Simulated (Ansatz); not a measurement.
Trial structure of Os, not yet relaxed:

```cif
data_structure
_symmetry_space_group_name_H-M 'Cmmm'
_symmetry_Int_Tables_number 65
_cell_length_a 2.1744
_cell_length_b 4.0597
_cell_length_c 3.1699
_cell_angle_alpha 90.000
_cell_angle_beta 90.000
_cell_angle_gamma 90.000
_cell_volume 27.98
loop_
_atom_site_label
_atom_site_type_symbol
_atom_site_symmetry_multiplicity
_atom_site_Wyckoff_symbol
_atom_site_fract_x
_atom_site_fract_y
_atom_site_fract_z
_atom_site_occupancy
Os1 Os 2 a 0.00000 0.00000 0.00000 1
```

Method: Ansatz, DFT PBE, scalar-relativistic, plane waves, PAW. Settings: cutoff 420 eV, Γ-centred mesh 8×8×6 on the computed 1-atom cell, Gaussian smearing of 0.10 eV; no spin polarisation.

Energies count from the standard state of Os at the same level.

Question: Estimate its pressure, forces and energy as it stands.

Answer: The pressure is 177.4 GPa (the mean over three directions, positive in compression), the largest force is 0.00 eV/Å (symmetry fixes the atoms), and the energy is +4.68 eV/atom against the standard state. The shortest distance is 2.17 Å.

Question: Is it a good guess?

Answer: A poor one: relaxing gains about 3.5 eV/atom (the start's value is from the coarse mesh, so the gain is rough) in 19 ionic steps and ends at +1.15 eV/atom on the finer mesh. The symmetry goes from Cmmm (No. 65) to P6/mmm (No. 191). The end has the simple hexagonal type. The volume per atom grows by 12.8 %, from 14.0 to 15.8 Å³. The shortest distance goes from 2.17 Å (Os–Os) to 2.57 Å (Os–Os). Conventional cell: a = 2.665 Å, c = 2.567 Å. Around Os lie 8 Os at 2.57–2.67 Å.

The last run used a 24×24×22 mesh (in the run's order of axes) for its 1-atom cell and Gaussian smearing of 0.10 eV. Spin–orbit coupling, which can matter for Os, is left out. The relaxation can't lower the symmetry of the start, and the grade says only how near the guess is to its own end. Symmetry constrained the relaxation, so the result can be a saddle point. Another cell of Os relaxed alike, in Fm-3m, lies 1.00 eV/atom lower, so this cell isn't the stable form at this level.
